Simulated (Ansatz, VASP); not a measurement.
Pb in VASP and in Ansatz

INCAR

```
ALGO = Normal
EDIFF = 1E-7
ENCUT = 520
GGA = PS
ISIF = 2
ISMEAR = -1
LASPH = True
LCHARG = False
LREAL = False
LWAVE = False
NBANDS = 21
NELM = 60
PREC = Accurate
SIGMA = 0.05
```

The input KPOINTS:

```
k-points
0
Gamma
  7 7 7
```

POSCAR

```
Pb
1.0
    0.0000000000      3.4390000555      3.4390000555
    3.4390000555      0.0000000000      3.4390000555
    3.4390000555      3.4390000555      0.0000000000
Pb
2
Direct
    0.2500000000      0.2500000000      0.2500000000
    0.0000000000      0.0000000000      0.0000000000
```

File input.yaml:

```yaml
crystal:
  lattice:
    - [0.0, 3.4390000555, 3.4390000555]
    - [3.4390000555, 0.0, 3.4390000555]
    - [3.4390000555, 3.4390000555, 0.0]
  atoms:
    - { symbol: Pb, position: [0.25, 0.25, 0.25] }
    - { symbol: Pb, position: [0.0, 0.0, 0.0] }
hamiltonian:
  xc: pbesol
  pseudopotentials: { kind: paw }
kpoints:
  mp_grid: { grid: [7, 7, 7] }
scf:
  occupations: { method: fermi_dirac, width: 0.05 }
output:
  forces: true
  stress: true
  eigenvalues: true
```

This isn't the form of Pb at room conditions, which is fcc.

Alike in both runs: task single point; functional PBEsol; k mesh 7 × 7 × 7; occupations fermi-dirac, width 0.05 eV; no spin polarisation.

```csv
,VASP,Ansatz
version,VASP 6.6.1,Ansatz 0.2.0
potentials or method,"VASP PAW PBE potentials, release 64 (Pb_d)",Ansatz PAW
plane-wave cutoff (eV),520,420
valence electrons in the cell,28,28
```

VASP gave:

* gap on the k mesh at the Fermi level (eV): none
* pressure (GPa): 0.4

**Question.** What did Ansatz give for the same quantities?

**Answer.** gap on the k mesh at the Fermi level (eV): none; pressure (GPa): 0.5.

A gap of «none» marks a metal or a gap that the smearing closes.

Caveats: the PAW data sets were made with another functional, which shifts forces and pressure a little (VASP); the PAW data sets come from PBE, with cores solved anew for the run's functional, which leaves a small shift of forces and pressure (Ansatz). Spin-orbit coupling is left out, which matters for the levels of Pb.
